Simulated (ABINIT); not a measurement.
Here is an ABINIT 10.8.3 (patched build) calculation.

Contents of run.abi:

```
pp_dirpath "./"
pseudos "Bi_ONCV_PBE-1.2.upf"

acell 3*1.0
rprim
     4.2849539876     2.4739193382     7.4417414788
    -4.2849539876     2.4739193382     7.4417414788
     0.0000000000    -4.9478386764     7.4417414788
ntypat 1
znucl 83
natom 2
typat 1 1
xred
     0.7660000000     0.7660000000     0.7660000000
     0.2340000000     0.2340000000     0.2340000000

ecut 26.0

kptopt 1
ngkpt 7 7 7
nshiftk 1
shiftk 0.0 0.0 0.0

ixc -497498
usekden 1

nband 19
occopt 3
tsmear 0.05 eV

nstep 100
tolvrs 1.0e-9

iomode 3
prtwf 0
prtden 0
prteig 0
prtebands 0
enunit 1
```

Potentials or basis: SG15 NC PBE v1.2.

The run is started by

```sh
$ mpirun --bind-to none -np 4 abinit run.abi > log 2>&1
```

Problem. What does it give for the band gap on the k mesh?

Solution. 0.28 eV, indirect (least direct gap 0.57 eV).

Problem. Estimate the largest force.

Solution. 0.130 eV/Å.

Forces in eV/Å, atoms in the order of the input:
```
Bi   0.000  0.000  0.130
Bi   0.000  0.000 -0.130
```

Caveat: the potentials were made for another functional, which shifts forces and pressure; spin-orbit coupling is left out, which as a rule narrows the gap of such compounds by several tenths of an eV; an odd mesh through Γ misses points on the zone boundary, where band edges often lie. r2SCAN opens gaps a little over a GGA but as a rule still falls short of measured ones.
